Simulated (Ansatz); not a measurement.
The system is Pb.

```
Pb
1.0
     0.00000    2.47502    2.47502
     2.47502    0.00000    2.47502
     2.47502    2.47502    0.00000
Pb
1
Direct
  0.00000 0.00000 0.00000
```

Base run:

- Program: Ansatz 0.2.0
- Functional: LDA
- Potentials or basis: all-electron LAPW, scalar-relativistic
- Cutoff: 154 eV (chosen from the basis error)
- Basis error allowed: 0.001 eV/atom
- k mesh: 9 × 9 × 9
- Occupations: fermi-dirac, width 0.05 eV
- Spin: no spin polarisation

Its results: pressure -2.2 GPa.

Q: The run is repeated on the same cell with these changes: functional from LDA to RPBE; occupations from fermi-dirac, width 0.05 eV to gaussian, width 0.02 eV. What comes out?

A: Pressure 3.9 GPa.
